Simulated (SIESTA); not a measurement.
## HfC under changes of volume

One of the cells (12.568 Å³/atom); the others are scaled copies at fixed shape and fractional positions:

```
Hf C
1.0
     0.00000    2.32500    2.32500
     2.32500    0.00000    2.32500
     2.32500    2.32500    0.00000
Hf C
1 1
Direct
  0.50000 0.50000 0.50000
  0.00000 0.00000 0.00000
```

| Property | Result |
| --- | --- |
| Program | SIESTA 5.4.2 |
| Functional | LDA |
| Potentials or basis | PseudoDojo 0.4 standard (LDA files) |
| Basis | DZP (energy shift 0.003 Ry; two zetas on semicore shells) |
| Grid cutoff | 800 Ry |
| Energy shift | 0.003 Ry |
| k mesh | 10 × 10 × 10 |
| Occupations | fermi-dirac, width 0.05 eV |
| Spin | no spin polarisation |

```csv
volume (Å³/atom),energy over the lowest point (meV/atom),pressure (GPa)
11.814,4.83,6.0
12.065,0.00,0.3
12.317,3.86,-5.0
12.568,15.65,-9.9
12.819,?,?
13.071,60.04,-18.1
13.322,91.39,-21.7
```

**Question.** What does the run at 12.819 Å³/atom give?

**Answer.** Energy over the lowest point 34.60 meV/atom; pressure -14.2 GPa.

Worked out: A Birch-Murnaghan fit of order 3 (a polynomial in V^(-2/3)) to the other rows has its minimum at 12.08 Å³/atom with B0 = V·E''(V) = 265 GPa and B' = 3.7. It gives 34.54 meV/atom at 12.819 Å³/atom, against the run's 34.60, and -dE/dV = -14.2 GPa, against -14.2.

Energies are extrapolated to zero smearing.

Caveats: short orbitals over semicore shells can move pressures by several GPa; the basis of atomic orbitals isn't converged, which shifts pressures, moduli and gaps.
